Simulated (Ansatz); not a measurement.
Al2O3 on the sites of the corundum structure (relaxed group R-3c) at its r2SCAN geometry, run in the plane-wave code Ansatz at 3 levels of theory. No spin polarisation and no zero-point or thermal motion.

The r2SCAN input:
```yaml
crystal:
  lattice:
    - [2.3793611047, 1.3737247743, 4.3315925792]
    - [-2.3793611047, 1.3737247743, 4.3315925792]
    - [0.0, -2.7474495486, 4.3315925792]
  atoms:
    - { symbol: Al, position: [0.1480885927, 0.1480885927, 0.1480885927] }
    - { symbol: Al, position: [0.3519114073, 0.3519114073, 0.3519114073] }
    - { symbol: Al, position: [0.6480885927, 0.6480885927, 0.6480885927] }
    - { symbol: Al, position: [0.8519114073, 0.8519114073, 0.8519114073] }
    - { symbol: O, position: [0.9436338431, 0.5563661569, 0.25] }
    - { symbol: O, position: [0.4436338431, 0.75, 0.0563661569] }
    - { symbol: O, position: [0.5563661569, 0.25, 0.9436338431] }
    - { symbol: O, position: [0.25, 0.9436338431, 0.5563661569] }
    - { symbol: O, position: [0.75, 0.0563661569, 0.4436338431] }
    - { symbol: O, position: [0.0563661569, 0.4436338431, 0.75] }
kpoints:
  mp_grid: { grid: [6, 6, 6] }
  band_path:
    path:
      - [0.0, 0.0, 0.0]
      - [0.5, 0.5, 0.5]
      - [0.7662811382, 0.2337188618, 0.5]
      - [0.5, -0.2337188618, 0.2337188618]
      - [0.5, 0.0, 0.0]
      - [0.3668594309, -0.3668594309, 0.0]
      - [0.6331405691, 0.0, 0.3668594309]
      - [0.5, 0.0, 0.5]
    npoints: 1
hamiltonian:
  xc: r2scan
scf:
  occupations: { method: fixed }
  n_extra_bands: 6
output:
  forces: true
  stress: true
  eigenvalues: true
```

Main results, then, where recorded, the levels near the gap in eV from the Fermi energy (columns number the bands from 0), one row a point of the path (Γ, T, H₂, H₀, L, S₀, S₂, F):
```
Crystal: 10 atoms, lattice volume = 84.949 Å³
Symmetry: 12 space group operations
Space group: R-3c (ITA 167)
```
```
Basis set: ecut = 500 eV, 2169 PW (Γ)
k-points: 32 of 216
SCF converged after 7 iterations
Free energy (F): -5590.626538 eV
Fermi energy:    7.347835 eV
--- Forces (eV/Å), atoms counted from 1 ---
  atom   1  Al      0.00000      0.00000    -0.00008
  atom   2  Al      0.00000      0.00000      0.00008
  atom   3  Al      0.00000      0.00000    -0.00008
  atom   4  Al      0.00000      0.00000      0.00008
  atom   5  O     -0.00014      0.00000      0.00000
  atom   6  O     -0.00007    -0.00012      0.00000
  atom   7  O       0.00007      0.00012      0.00000
  atom   8  O       0.00007    -0.00012      0.00000
  atom   9  O     -0.00007      0.00012      0.00000
  atom  10  O       0.00014      0.00000      0.00000
--- Stress (GPa, compression-positive) ---
        0.028385       0.000000       0.000000
        0.000000       0.028385       0.000000
        0.000000       0.000000       0.021358
  P = ⅓ Tr σ = 0.0260 GPa (0.260 kbar)
```
```tsv
band_20	band_21	band_22	band_23	band_24	band_25	band_26
-0.520	-0.047	-0.047	0.000	7.139	10.137	11.962
-0.394	-0.394	-0.394	-0.394	9.630	9.630	12.194
-0.872	-0.872	-0.520	-0.520	10.732	10.732	11.138
-0.872	-0.872	-0.520	-0.520	10.732	10.732	11.138
-0.932	-0.932	-0.288	-0.288	10.434	10.434	10.723
-0.908	-0.875	-0.577	-0.295	10.537	10.569	10.736
-0.908	-0.875	-0.577	-0.295	10.537	10.569	10.736
-1.046	-0.919	-0.773	-0.266	10.617	10.787	10.906
```

r2SCAN gives a direct gap of 7.14 eV at Γ.

HSE06. Against the first input these blocks differ (the band path and keys that only write files left aside):
```yaml
kpoints:
  mp_grid: { grid: [4, 4, 4] }
hamiltonian:
  xc: hse06
```

```
Basis set: ecut = 420 eV, 1653 PW (Γ)
k-points: 13 of 64
Exchange kernel: α = 0.2500, screened, ω = 0.2079 Å⁻¹, Wigner–Seitz truncation, v(0) = 1043.4206 eV·Å³, q-mesh 4×4×4
hybrid outer 1: dexx = +1.640e-2 eV, tail = 2.03e-5 eV
hybrid outer 2: dexx = +1.903e-7 eV, tail = 7.31e-9 eV, Δε = 1.11e-3 eV, ΔF = 2.37e-3 eV/Å
hybrid SCF converged: 2 outer / 11 inner (+2 warm-up)
Free energy (F): -5570.995079 eV
Fermi energy:    6.470045 eV
--- Forces (eV/Å), atoms counted from 1 ---
  atom   1  Al      0.00000      0.00000      0.01751
  atom   2  Al      0.00000      0.00000    -0.01751
  atom   3  Al      0.00000      0.00000      0.01751
  atom   4  Al      0.00000      0.00000    -0.01751
  atom   5  O       0.02641      0.00000      0.00000
  atom   6  O       0.01320      0.02287      0.00000
  atom   7  O     -0.01320    -0.02287      0.00000
  atom   8  O     -0.01320      0.02287      0.00000
  atom   9  O       0.01320    -0.02287      0.00000
  atom  10  O     -0.02641      0.00000      0.00000
--- Stress (GPa, compression-positive) ---
       -1.002866       0.000000       0.000000
        0.000000      -1.002866       0.000000
        0.000000       0.000000      -0.959637
  P = ⅓ Tr σ = -0.9885 GPa (-9.885 kbar)
```
```tsv
band_20	band_21	band_22	band_23	band_24	band_25	band_26
-0.588	-0.048	-0.048	0.000	8.106	11.069	12.891
-0.422	-0.422	-0.422	-0.422	10.649	10.649	13.125
-0.927	-0.927	-0.580	-0.580	11.714	11.714	12.168
-0.927	-0.927	-0.580	-0.580	11.714	11.714	12.168
-1.017	-1.017	-0.327	-0.327	11.470	11.470	11.681
-0.959	-0.935	-0.642	-0.341	11.537	11.541	11.739
-0.959	-0.935	-0.642	-0.341	11.537	11.541	11.739
-1.131	-0.970	-0.811	-0.311	11.529	11.787	11.979
```

The HSE06 gap is direct at Γ: 8.11 eV. With the atoms held, the mean pressure is -1.0 GPa (compression positive). The stress of a hybrid is loosely converged here.

PBE0. Against the first input these blocks differ (the band path and keys that only write files left aside):
```yaml
kpoints:
  mp_grid: { grid: [4, 4, 4] }
hamiltonian:
  xc: pbe0
```

```
Basis set: ecut = 420 eV, 1653 PW (Γ)
k-points: 13 of 64
Exchange kernel: α = 0.2500, full range, Wigner–Seitz truncation, v(0) = 10709.8850 eV·Å³, q-mesh 4×4×4
hybrid outer 1: dexx = +2.067e-2 eV, tail = 3.23e-5 eV
hybrid outer 2: dexx = +5.214e-7 eV, tail = 8.63e-9 eV, Δε = 2.00e-3 eV, ΔF = 2.79e-3 eV/Å
hybrid SCF converged: 2 outer / 11 inner (+2 warm-up)
Free energy (F): -5572.224283 eV
Fermi energy:    6.074590 eV
--- Forces (eV/Å), atoms counted from 1 ---
  atom   1  Al      0.00000      0.00000      0.00476
  atom   2  Al      0.00000      0.00000    -0.00476
  atom   3  Al      0.00000      0.00000      0.00476
  atom   4  Al      0.00000      0.00000    -0.00476
  atom   5  O       0.02206      0.00000      0.00000
  atom   6  O       0.01103      0.01910      0.00000
  atom   7  O     -0.01103    -0.01910      0.00000
  atom   8  O     -0.01103      0.01910      0.00000
  atom   9  O       0.01103    -0.01910      0.00000
  atom  10  O     -0.02206      0.00000      0.00000
--- Stress (GPa, compression-positive) ---
       -0.990035       0.000000       0.000000
        0.000000      -0.990035       0.000000
        0.000000       0.000000      -0.947615
  P = ⅓ Tr σ = -0.9759 GPa (-9.759 kbar)
```
```tsv
band_20	band_21	band_22	band_23	band_24	band_25	band_26
-0.594	-0.048	-0.048	0.000	8.857	11.836	13.679
-0.425	-0.425	-0.425	-0.425	11.417	11.417	13.895
-0.934	-0.934	-0.586	-0.586	12.487	12.487	12.940
-0.934	-0.934	-0.586	-0.586	12.487	12.487	12.940
-1.025	-1.025	-0.332	-0.332	12.238	12.238	12.460
-0.967	-0.940	-0.649	-0.346	12.311	12.312	12.507
-0.967	-0.940	-0.649	-0.346	12.311	12.312	12.507
-1.141	-0.979	-0.817	-0.316	12.296	12.566	12.751
```

With PBE0 the gap is 8.86 eV and direct, at Γ. The mean pressure at these positions is -1.0 GPa, compression counted positive. The stress of a hybrid is loosely converged here.

Small level splittings and stresses of the hybrids carry the error of their coarser meshes.

Totals of different functionals can't be compared.

The meshes of the hybrids are coarse, so their gaps aren't converged to the digits shown.
